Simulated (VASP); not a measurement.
# GaAs (F-43m) in VASP: settings compared, part 2 of 2

VASP 6.6.1.

## 3. Relaxation of cell and atoms, HSEsol

POSCAR

```
GaAs
1.0
    0.0000000000      2.8268500000      2.8268500000
    2.8268500000      0.0000000000      2.8268500000
    2.8268500000      2.8268500000      0.0000000000
As Ga
1 1
Direct
    0.7500000000      0.7500000000      0.7500000000
    0.0000000000      0.0000000000      0.0000000000
```

INCAR.step1

```
ALGO     = Normal         # electronic algorithm
EDIFF    = 1E-5           # SCF threshold, eV
ENCUT    = 600            # plane-wave cutoff, eV
GGA      = PE             # functional
ISMEAR   = -1             # smearing method
LASPH    = True           # aspherical terms in the spheres
LCHARG   = False          # write CHGCAR
LREAL    = False          # projectors in reciprocal space
LWAVE    = True           # write WAVECAR
NELM     = 100            # most SCF steps
PREC     = Accurate       # precision mode
SIGMA    = 0.05           # smearing width, eV
```

INCAR.step2

```
ALGO     = Normal         # electronic algorithm
EDIFF    = 1E-7           # SCF threshold, eV
EDIFFG   = -0.01          # ionic threshold
ENCUT    = 600            # plane-wave cutoff, eV
GGA      = PS             # functional
HFSCREEN = 0.2            # screening, 1/A
IBRION   = 2              # ionic algorithm
ISIF     = 3              # what is computed and relaxed
ISMEAR   = -1             # smearing method
ISTART   = 1            
LASPH    = True           # aspherical terms in the spheres
LCHARG   = False          # write CHGCAR
LHFCALC  = True           # exact exchange
LREAL    = False          # projectors in reciprocal space
LWAVE    = False          # write WAVECAR
NELM     = 100            # most SCF steps
NSW      = 60             # ionic steps
PREC     = Accurate       # precision mode
PRECFOCK = Fast         
SIGMA    = 0.05           # smearing width, eV
```

KPOINTS

```
k-points
0
Gamma
  4 4 4
```

Potentials or basis: VASP PAW PBE potentials, release 64 (As, Ga_d).

Run with:

```sh
$ cat potpaw_PBE.64/As/POTCAR potpaw_PBE.64/Ga_d/POTCAR > POTCAR
$ cp INCAR.step1 INCAR
$ mpirun -np 1 vasp_std > vasp.out
$ cp INCAR.step2 INCAR
$ mpirun -np 1 vasp_std > vasp.out
```

OUTCAR:

```text
EDIFF = 1E-7
   EDIFFG = -0.01
   ENCUT = 600
   GGA = PS
   HFSCREEN = 0.2
   IBRION = 2
   ISIF = 3
   ISMEAR = -1
   ISTART = 1
   LASPH = True
   LHFCALC = True
   LREAL = False
   NELM = 100
   NSW = 60
   PREC = Accurate
   PRECFOCK = Fast

 ion  position               nearest neighbor table
   1  0.750  0.750  0.750-   2 2.45   2 2.45   2 2.45   2 2.45
   2  0.000  0.000  0.000-   1 2.45   1 2.45   1 2.45   1 2.45

  LATTYP: Found a face centered cubic cell.
 ALAT       =     5.6537000000

  Lattice vectors:

 A1 = (   0.0000000000,   2.8268500000,   2.8268500000)
 A2 = (   2.8268500000,   0.0000000000,   2.8268500000)
 A3 = (   2.8268500000,   2.8268500000,   0.0000000000)

Analysis of symmetry for initial positions (statically):
=====================================================================
 Subroutine PRICEL returns:
 Original cell was already a primitive cell.

 Routine SETGRP: Setting up the symmetry group for a
 face centered cubic supercell.

 Subroutine GETGRP returns: Found 24 space group operations
 (whereof 24 operations were pure point group operations)
 out of a pool of 48 trial point group operations.

The static configuration has the point symmetry T_d .

Analysis of symmetry for dynamics (positions and initial velocities):
=====================================================================
[... 147 lines left out ...]
  ---------------------------------------------------
  free energy    TOTEN  =       -10.29023255 eV

  energy without entropy =      -10.29023247  energy(sigma->0) =      -10.29023251

------------------------ aborting loop because EDIFF is reached ----------------------------------------

  FORCE on cell =-STRESS in cart. coord.  units (eV):
  Direction    XX          YY          ZZ          XY          YZ          ZX
  --------------------------------------------------------------------------------------
  -------------------------------------------------------------------------------------
  Total       -0.2543220     -0.2543220     -0.2543220      0.0000000      0.0000000      0.0000000
  in kB       -9.0189564     -9.0189564     -9.0189564      0.0000000      0.0000000      0.0000000
  external PRESSURE =      -9.0189564 kB  Pullay stress =       0.0000000 kB
[... 59 lines left out ...]
--------------------------------------- Ionic step        3  -------------------------------------------

 number of electron      18.0000009 magnetization

 Free energy of the ion-electron system (eV)
  ---------------------------------------------------
  ext. energy  EPLUGINS =         0.00000000
  ---------------------------------------------------
  free energy    TOTEN  =       -10.29178810 eV

  energy without entropy =      -10.29178807  energy(sigma->0) =      -10.29178808

 E-fermi :   4.3077     XC(G=0):  -8.1090

 val. band max:        3.5341672542   @ k =   0.0000   0.0000   0.0000
 cond. band min:       5.0268169413   @ k =   0.0000   0.0000   0.0000
 fundamental gap:      1.4926496872
 Fermi energy:         4.3077172019

 k-point     1 :       0.0000    0.0000    0.0000
  band No.  band energies     occupation
      1     -13.8535      2.00000
      2     -13.8535      2.00000
      3     -13.8535      2.00000
      4     -13.7697      2.00000
      5     -13.7697      2.00000
      6     -10.5351      2.00000
      7       3.5342      2.00000
      8       3.5342      2.00000
      9       3.5342      2.00000
     10       5.0268      0.00000
     11       8.0704      0.00000
     12       8.0704      0.00000
     13       8.0704      0.00000
[... 139 lines left out ...]
  FREE ENERGIE OF THE ION-ELECTRON SYSTEM (eV)
  ---------------------------------------------------
  free  energy   TOTEN  =       -10.2917880979 eV

  energy  without entropy=      -10.2917880692  energy(sigma->0) =      -10.29178808

 reached required accuracy - stopping structural energy minimisation
```

OUTCAR.step1:

```text
EDIFF = 1E-5
   ENCUT = 600
   GGA = PE
   ISMEAR = -1
   LASPH = True
[... 330 lines left out ...]
      4.24027      4.24027      4.24027         0.000000     -0.000000     -0.000000
      0.00000      0.00000      0.00000        -0.000000      0.000000      0.000000
 -----------------------------------------------------------------------------------
    total drift:                               -0.000002     -0.000002     -0.000002

  FREE ENERGIE OF THE ION-ELECTRON SYSTEM (eV)
  ---------------------------------------------------
  free  energy   TOTEN  =        -8.0730382785 eV

  energy  without entropy=       -8.0728365377  energy(sigma->0) =       -8.07293741
```

OSZICAR.step1:

```text
N       E                     dE             d eps       ncg     rms          rms(c)
DAV:   1     0.821321130962E+02    0.82132E+02   -0.10076E+04   208   0.201E+03
DAV:   2    -0.157596302083E+01   -0.83708E+02   -0.81334E+02   226   0.336E+02
DAV:   3    -0.814638542174E+01   -0.65704E+01   -0.65243E+01   248   0.779E+01
DAV:   4    -0.825677803954E+01   -0.11039E+00   -0.11036E+00   243   0.115E+01
DAV:   5    -0.825849239897E+01   -0.17144E-02   -0.17143E-02   254   0.133E+00    0.298E+00
DAV:   6    -0.809364908196E+01    0.16484E+00   -0.29650E-01   324   0.103E+01    0.180E+00
DAV:   7    -0.807085516095E+01    0.22794E-01   -0.86840E-02   290   0.231E+00    0.589E-01
DAV:   8    -0.807233521542E+01   -0.14801E-02   -0.12561E-02   223   0.153E+00    0.116E-01
DAV:   9    -0.807287892597E+01   -0.54371E-03   -0.13098E-03   236   0.504E-01    0.538E-02
DAV:  10    -0.807296918612E+01   -0.90260E-04   -0.10045E-04   261   0.119E-01    0.300E-02
DAV:  11    -0.807303787803E+01   -0.68692E-04   -0.10271E-04   213   0.842E-02    0.357E-03
DAV:  12    -0.807303827850E+01   -0.40047E-06   -0.14588E-06   164   0.181E-02
   1 F= -.80730383E+01 E0= -.80729374E+01  d E =-.201741E-03
```

Run time: 6.9 min. Hardware: 1 thread of Intel Xeon 6975P-C (Granite Rapids), shared host; peak memory 0.29 GiB.

What came out:

| Property | Result |
| --- | --- |
| Free energy | -10.2918 eV |
| Relaxed volume | 22.32 Å³/atom |
| Relaxed cell | a = 3.982 Å, b = 3.982 Å, c = 3.982 Å, α = 60.00°, β = 60.00°, γ = 60.00° |
| Space group after relaxing (to 0.05 Å) | F-43m (No. 216) |
| Energy gained by relaxing | 0.8 meV/atom |
| Ionic steps | 3 |
| Pressure after relaxing | 0.0 GPa |
| Band gap on the k mesh | 1.49 eV, direct |

Step by step:
```tsv
step	energy change (eV)	largest force (eV/Å)	pressure (GPa)	volume (Å³)
1	0.0000	0.0000	-0.90	45.18
2	-0.0011	0.0000	0.54	44.35
3	-0.0016	0.0000	-0.01	44.64
```

Final structure:
```cif
data_structure
_symmetry_space_group_name_H-M 'P 1'
_symmetry_Int_Tables_number 1
_cell_length_a 3.9818
_cell_length_b 3.9818
_cell_length_c 3.9818
_cell_angle_alpha 60.000
_cell_angle_beta 60.000
_cell_angle_gamma 60.000
_cell_volume 44.64
loop_
_atom_site_label
_atom_site_type_symbol
_atom_site_fract_x
_atom_site_fract_y
_atom_site_fract_z
_atom_site_occupancy
As1 As 0.75000 0.75000 0.75000 1
Ga1 Ga 0.00000 0.00000 0.00000 1
```

Caveat: the k mesh is coarse (spacing up to 0.48 Å⁻¹), so the values aren't converged, least of all with exact exchange; the PAW data sets were made with another functional, which shifts forces and pressure a little. A k mesh can miss the band edges.

## 4. Single point, PBE

INCAR

```
SYSTEM = GaAs
ALGO = Fast
EDIFF = 1E-6
ENCUT = 520
GGA = PE
ISIF = 2
ISMEAR = 0
LASPH = .TRUE.
LCHARG = .TRUE.
LELF = .TRUE.
LREAL = .FALSE.
LVHAR = .TRUE.
LWAVE = .FALSE.
NBANDS = 16
NELM = 60
PREC = Accurate
SIGMA = 0.016
```

KPOINTS

```
k-points
0
G
  8 8 8
  0 0 0
```

POSCAR is that of step 3.

Run with:

```sh
$ cat potpaw_PBE.64/As/POTCAR potpaw_PBE.64/Ga_d/POTCAR > POTCAR
$ mpirun -np 1 vasp_std > vasp.out
```

Wall time 22 s (1 thread of Intel Xeon Platinum 8259CL at 2.50GHz (Skylake/Cascade Lake), shared host); peak memory 0.17 GiB.

The run converged. Its results:

* Free energy: -8.2471 eV
* Pressure: 3.5 GPa
* Band gap on the k mesh: 0.52 eV, direct

Levels at points of the mesh, in eV from the valence-band top:
```
           k point  band 7  band 8  band 9  band 10  band 11  band 12
(0.00, 0.00, 0.00)    0.00    0.00    0.00     0.52     3.73     3.73
(0.50, 0.00, 0.00)   -6.64   -1.14   -1.14     1.00     4.63     4.63
(0.50, 0.50, 0.00)   -6.82   -2.68   -2.68     1.46     1.65    10.17
```

## 5. Relaxation of cell and atoms, B3LYP

POSCAR is that of step 4.

INCAR.step1

```
SYSTEM = GaAs
PREC = Accurate
ENCUT = 600
EDIFF = 1E-5
ISMEAR = -1
SIGMA = 0.05
LREAL = .FALSE.
LASPH = .TRUE.
NELM = 60
ALGO = Normal
LWAVE = .TRUE.
LCHARG = .FALSE.
GGA = PE
```

INCAR.step2

```
SYSTEM = GaAs
PREC = Accurate
ENCUT = 600
EDIFF = 1E-6
ISMEAR = -1
SIGMA = 0.05
LREAL = .FALSE.
LASPH = .TRUE.
NELM = 60
ALGO = Normal
ISIF = 3
LWAVE = .FALSE.
LCHARG = .FALSE.
GGA = B3
LHFCALC = .TRUE.
AEXX = 0.2
AGGAX = 0.72
AGGAC = 0.81
ALDAC = 0.19
PRECFOCK = Normal
HFRCUT = -1
IBRION = 2
NSW = 40
EDIFFG = -0.02
ISTART = 1
```

KPOINTS

```
Automatic mesh
0
G
  4 4 4
  0 0 0
```

Run with:

```sh
$ cat potpaw_PBE.64/As/POTCAR potpaw_PBE.64/Ga_d/POTCAR > POTCAR
$ cp INCAR.step1 INCAR
$ mpirun -np 1 vasp_std > vasp.out
$ cp INCAR.step2 INCAR
$ mpirun -np 1 vasp_std > vasp.out
```

It took 22 min on 1 thread of Intel Xeon Platinum 8259CL at 2.50GHz (Skylake/Cascade Lake), shared host; peak memory 0.2 GiB.

The run converged. Its results:

| Property | Result |
| --- | --- |
| Free energy | -8.9612 eV |
| Relaxed volume | 24.01 Å³/atom |
| Relaxed cell | a = 4.080 Å, b = 4.080 Å, c = 4.080 Å, α = 60.00°, β = 60.00°, γ = 60.00° |
| Space group after relaxing (to 0.05 Å) | F-43m (No. 216) |
| Energy gained by relaxing | 18.5 meV/atom |
| Ionic steps | 3 |
| Pressure after relaxing | 0.0 GPa |
| Band gap on the k mesh | 1.14 eV, direct |

Step by step:
```csv
step,energy change (eV),largest force (eV/Å),pressure (GPa),volume (Å³)
1,0.0000,0.0000,4.40,45.18
2,-0.0299,0.0000,-1.69,49.36
3,-0.0369,0.0000,0.04,48.01
```

Final structure:
```yaml
crystal:
  lattice:
    - [0.00000, 2.88473, 2.88473]
    - [2.88473, 0.00000, 2.88473]
    - [2.88473, 2.88473, 0.00000]
  atoms:
    - { symbol: As, position: [0.75000, 0.75000, 0.75000] }
    - { symbol: Ga, position: [0.00000, 0.00000, 0.00000] }
```

Levels at points of the mesh, in eV from the valence-band top:
```csv
k point,band 6,band 7,band 8,band 9,band 10,band 11,band 12,band 13
"(0.00, 0.00, 0.00)",-13.38,0.00,0.00,0.00,1.14,4.93,4.93,4.93
"(0.50, 0.00, 0.00)",-11.68,-6.82,-1.14,-1.14,1.94,5.90,5.90,9.16
"(0.50, 0.50, 0.00)",-10.96,-7.09,-2.65,-2.65,2.74,2.83,11.27,11.27
```

Caveat: the k mesh is coarse (spacing up to 0.48 Å⁻¹), so the values aren't converged, least of all with exact exchange; the PAW data sets were made with another functional, which shifts forces and pressure a little. Zero-point motion and thermal expansion aren't in these numbers.

## 6. Single point, PBE

INCAR

```
PREC = Accurate
ENCUT = 520
EDIFF = 1E-6
ISMEAR = 0
SIGMA = 0.027000000000000003
LREAL = F
LASPH = T
NELM = 100
ALGO = Normal
ISIF = 2
LWAVE = F
LCHARG = F
GGA = PE
```

KPOINTS

```
Automatic mesh
0
Gamma
  8 8 8
```

POSCAR is that of step 5.

Potentials or basis: VASP PAW PBE potentials, release 64 (As, Ga_d).

Run with:

```sh
$ cat potpaw_PBE.64/As/POTCAR potpaw_PBE.64/Ga_d/POTCAR > POTCAR
$ mpirun -np 1 vasp_std > vasp.out
```

Run time: 25 s. Hardware: 1 thread of Intel Xeon Platinum 8175M at 2.50GHz (Skylake/Cascade Lake), shared host; peak memory 0.17 GiB.

The run converged. Its results:

```yaml
Free_energy: -8.2471 eV
Pressure: 3.4 GPa
Band_gap_on_the_k_mesh: 0.52 eV, direct
```

Levels at points of the mesh, in eV from the valence-band top:
```csv
k point,band 5,band 6,band 7,band 8,band 9,band 10,band 11,band 12,band 13
"(0.00, 0.00, 0.00)",-14.73,-12.73,0.00,0.00,0.00,0.52,3.73,3.73,3.73
"(0.50, 0.00, 0.00)",-14.73,-10.96,-6.64,-1.14,-1.14,1.00,4.63,4.63,7.75
"(0.50, 0.50, 0.00)",-14.72,-10.22,-6.82,-2.68,-2.68,1.46,1.65,10.17,10.17
```

## 7. Overview

| task | level | cell | k mesh | cutoff (eV) | smearing | grid for exact exchange (PRECFOCK) | exchange at q = 0 | mesh quality | gap on the mesh (eV) | pressure (GPa) | relaxed volume (Å³/atom) |
| --- | --- | --- | --- | --- | --- | --- | --- | --- | --- | --- | --- |
| single point | PBE | as given | 8 × 8 × 8 | 520 | gaussian 0.019 eV | - | - | not flagged | 0.52 | 3.5 | - |
| relaxation of cell and atoms | HSEsol | relaxed | 4 × 4 × 4 | 600 | fermi-dirac 0.05 eV | Fast | - | coarse | 1.49 | 0.0 | 22.32 |
| single point | PBE | as given | 8 × 8 × 8 | 520 | gaussian 0.016 eV | - | - | not flagged | 0.52 | 3.5 | - |
| relaxation of cell and atoms | B3LYP | relaxed | 4 × 4 × 4 | 600 | fermi-dirac 0.05 eV | Normal | truncated | coarse | 1.14 | 0.0 | 24.01 |
| single point | PBE | as given | 8 × 8 × 8 | 520 | gaussian 0.027 eV | - | - | not flagged | 0.52 | 3.4 | - |

Alike in all rows: potentials or basis VASP PAW PBE potentials, release 64 (As, Ga_d); no spin polarisation.

Caveats: some runs use coarse meshes; the PAW data sets were made with another functional, which shifts forces and pressure a little (some runs).

Absolute energies hang on the potentials; compare differences alone.

## 8. How close it comes

Step 2. A measured gap of GaAs is 1.418 eV (direct; 300 K; “Evidence of valence band perturbations in GaAsN/GaAs(001): A combined variable-angle spectroscopic ellipsometry and modulated photoreflectance investigation”, 2008, arxiv:0805.2212); the calculated 0.52 eV misses it by -0.90 eV. 3 values of this kind are on record (1.412 to 1.51 eV); this one was drawn at random among those near their median, those with a stated uncertainty first. Spin-orbit coupling on As, Ga is left out. The value is that of PBE on a finite k mesh, which can miss the band edges, without temperature or zero-point motion. Semilocal functionals fall short of measured gaps as a rule.

Step 4. Measured gap of GaAs: 1.412 eV (direct; 300 K; “Evidence of valence band perturbations in GaAsN/GaAs(001): A combined variable-angle spectroscopic ellipsometry and modulated photoreflectance investigation”, 2008, arxiv:0805.2212). This calculation gives 0.52 eV (-0.89 eV). 3 values of this kind are on record (1.412 to 1.51 eV); this one was drawn at random among those near their median, those with a stated uncertainty first. Spin-orbit coupling on As, Ga is left out. The value is that of PBE on a finite k mesh, which can miss the band edges, without temperature or zero-point motion. Semilocal functionals fall short of measured gaps as a rule.

Step 6. A measured gap of GaAs is 1.418 eV (direct; 300 K; “Evidence of valence band perturbations in GaAsN/GaAs(001): A combined variable-angle spectroscopic ellipsometry and modulated photoreflectance investigation”, 2008, arxiv:0805.2212); the calculated 0.52 eV misses it by -0.90 eV. 3 values of this kind are on record (1.412 to 1.51 eV); this one was drawn at random among those near their median, those with a stated uncertainty first. Spin-orbit coupling on As, Ga is left out. The value is that of PBE on a finite k mesh, which can miss the band edges, without temperature or zero-point motion. Semilocal functionals fall short of measured gaps as a rule.
